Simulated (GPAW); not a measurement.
Crystal: BaTiO3.

```
Ba Ti O
1.0
     3.99980    0.00000    0.00000
     0.00000    3.99980    0.00000
     0.00000    0.00000    4.01800
Ba Ti O
1 1 3
Direct
  0.00000 0.00000 0.00000
  0.50000 0.50000 0.49000
  0.00000 0.50000 0.51700
  0.50000 0.00000 0.51700
  0.50000 0.50000 0.01900
```

* Program: GPAW 26.7.0
* Task: relaxation of cell and atoms
* Functional: PBE
* Dispersion: D3(BJ)
* Potentials or basis: GPAW PAW data sets (gpaw-data 1.2.1)
* Cutoff: 800 eV
* Basis: pw
* k mesh: 4 × 4 × 4
* Occupations: fermi-dirac, width 0.05 eV
* Spin: no spin polarisation

At the start: pressure 0.4 GPa; volume 12.86 Å³/atom.

How do energy, volume and symmetry change on relaxing?

Over 13 steps the energy falls by 3.6 meV/atom and the volume is 13.05 Å³/atom (+1.5 %); space group P4mm (No. 99, to 0.05 Å).

Step by step:
| step | energy change (eV) | largest force (eV/Å) | pressure (GPa) | volume (Å³) |
| --- | --- | --- | --- | --- |
| 1 | 0.0000 | 0.2816 | 0.41 | 64.28 |
| 2 | -0.0018 | 0.2365 | 0.46 | 64.30 |
| 3 | -0.0071 | 0.1127 | 0.87 | 64.46 |
| 4 | -0.0078 | 0.0443 | 0.70 | 64.47 |
| 5 | -0.0094 | 0.0500 | 0.37 | 64.58 |
| 6 | -0.0125 | 0.1238 | -0.35 | 64.91 |
| 7 | -0.0147 | 0.1207 | -0.76 | 65.21 |
| 8 | -0.0159 | 0.0697 | -0.84 | 65.40 |
| 9 | -0.0164 | 0.0659 | -0.73 | 65.43 |
| 10 | -0.0174 | 0.0622 | -0.39 | 65.39 |
| 11 | -0.0179 | 0.0552 | -0.12 | 65.30 |
| 12 | -0.0180 | 0.0228 | -0.07 | 65.26 |
| 13 | -0.0180 | 0.0160 | -0.08 | 65.25 |

Final structure:
```
Ba Ti O
1.0
     3.98237    0.00000    0.00000
     0.00000    3.98237    0.00000
     0.00000    0.00000    4.11441
Ba Ti O
1 1 3
Direct
  0.00000 0.00000 0.99540
  0.50000 0.50000 0.47845
  0.00000 0.50000 0.51848
  0.50000 0.00000 0.51848
  0.50000 0.50000 0.03237
```

Caveat: the k mesh is coarse; later steps reuse the first step's grids.
